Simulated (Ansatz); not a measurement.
**CdS (F-43m): how the settings move a single-point run**

Question: which choices in the input matter for CdS (F-43m)?

The COD entry's cell or inner coordinates are ideal or old and differ from later refinements, so a difference from it is no clean test against experiment.

Computed with Ansatz 0.2.0 (reference: DFT r2SCAN, scalar-relativistic, plane waves, PAW, unless a step's input says otherwise).

**1. The system as given**

Symmetry: F-43m, No. 216, cubic system. Conventional cell: a = 5.878 Å, b = 5.878 Å, c = 5.878 Å, α = 90.00°, β = 90.00°, γ = 90.00°. Cd (site symmetry -43m) has 4 S at 2.55 Å as nearest neighbours. Around S (site symmetry -43m) lie 4 Cd at 2.55 Å.

Structure file:

```cif
data_structure
_symmetry_space_group_name_H-M 'F-43m'
_symmetry_Int_Tables_number 216
_cell_length_a 5.8778
_cell_length_b 5.8778
_cell_length_c 5.8778
_cell_angle_alpha 90.000
_cell_angle_beta 90.000
_cell_angle_gamma 90.000
_cell_volume 203.07
loop_
_atom_site_label
_atom_site_type_symbol
_atom_site_symmetry_multiplicity
_atom_site_Wyckoff_symbol
_atom_site_fract_x
_atom_site_fract_y
_atom_site_fract_z
_atom_site_occupancy
Cd1 Cd 4 a 0.00000 0.00000 0.00000 1
S1 S 4 c 0.25000 0.25000 0.25000 1
```

**2. Reference**

File input.yaml:

```yaml
crystal:
  lattice:
    - [0.0, 2.9389154368, 2.9389154368]
    - [2.9389154368, 0.0, 2.9389154368]
    - [2.9389154368, 2.9389154368, 0.0]
  atoms:
    - { symbol: Cd, position: [0.0, 0.0, 0.0] }
    - { symbol: S, position: [0.75, 0.75, 0.75] }
basis:
  ecutwfc: 500
  ecutrho_ratio: 4
kpoints:
  mp_grid: { grid: [8, 8, 8] }
hamiltonian:
  xc: r2scan
scf:
  occupations: { method: gaussian, width: 0.05 }
output:
  forces: true
  stress: true
  eigenvalues: true
```

Run with:

```bash
ansatz run input.yaml --threads 4 --pin off --max-ram 7168MiB --backend cpu --events-out ev --progress --plain --runs-dir out
```

**3. Changed: occupations.method fermi_dirac, occupations.width 0.001**

input.yaml: that of step 2 with these lines changed.

```diff
@@ -16,3 +16,3 @@
 scf:
-  occupations: { method: gaussian, width: 0.05 }
+  occupations: { method: fermi_dirac, width: 0.001 }
 output:
@@ -20,2 +20 @@
   stress: true
-  eigenvalues: true
```

**4. Changed: dr2_threshold 1.0e-09**

input.yaml: that of step 2 with these lines changed.

```diff
@@ -17,2 +17,3 @@
   occupations: { method: gaussian, width: 0.05 }
+  convergence: { dr2_threshold: 1.0e-09 }
 output:
@@ -20,2 +21 @@
   stress: true
-  eigenvalues: true
```

**5. Changed: mixing.algorithm msr1, mixing.beta 0.7**

input.yaml: that of step 2 with these lines changed.

```diff
@@ -17,2 +17,3 @@
   occupations: { method: gaussian, width: 0.05 }
+  mixing: { algorithm: msr1, beta: 0.7 }
 output:
@@ -20,2 +21 @@
   stress: true
-  eigenvalues: true
```

**6. Variant: mixing.algorithm broyden, mixing.beta 0.05, mixing.ndim 2**

input.yaml: that of step 2 with these lines changed.

```diff
@@ -17,2 +17,3 @@
   occupations: { method: gaussian, width: 0.05 }
+  mixing: { algorithm: broyden, beta: 0.05, ndim: 2 }
 output:
@@ -20,2 +21 @@
   stress: true
-  eigenvalues: true
```

Before running it: what results should come out? Wanted: for each run, ending; energy change; pressure; gap; force.

The runs gave:

```csv
run,ending,energy change,pressure (GPa),gap (eV),force (eV/Å),cycles,time
reference,converged,0,0.0,1.54,0.00,6,1.3 s
"1: occupations.method fermi_dirac, occupations.width 0.001",converged,0.0 meV/atom (σ→0),0.0,1.54,0.00,6,1.4 s
2: dr2_threshold 1.0e-09,converged,0.0 meV/atom,0.0,1.54,0.00,7,1.4 s
"3: mixing.algorithm msr1, mixing.beta 0.7",converged,0.0 meV/atom,0.0,1.54,0.00,6,1.3 s
"4: mixing.algorithm broyden, mixing.beta 0.05, mixing.ndim 2",converged,0.0 meV/atom,0.0,1.54,0.00,16,2 s
```

Residual by cycle in the longest SCF loop of each run; runs are numbered as in the table. The quantity is the density residual dr2, in eV.

```csv
cycle,reference,run 1,run 2,run 3,run 4
1,0.00954,0.00954,0.00954,0.00954,0.00954
2,0.00202,0.00202,0.00202,0.00289,0.00865
4,7.6e-7,7.7e-7,7.6e-7,4.2e-5,0.00105
5,4.6e-8,4.5e-8,4.6e-8,6.6e-7,9.5e-4
6,1.1e-9,4.8e-10,1.0e-9,1.2e-8,5.6e-5
8,-,-,-,-,2.9e-5
9,-,-,-,-,1.5e-5
11,-,-,-,-,5.1e-6
12,-,-,-,-,4.2e-6
13,-,-,-,-,3.1e-6
15,-,-,-,-,1.5e-7
16,-,-,-,-,4.3e-8
```

Of the converged runs whose energies compare with the reference's, none moves it noticeably.

The gaps are Kohn-Sham values of a semilocal functional, not quasiparticle or optical gaps. Such gaps usually fall short of the measured ones.
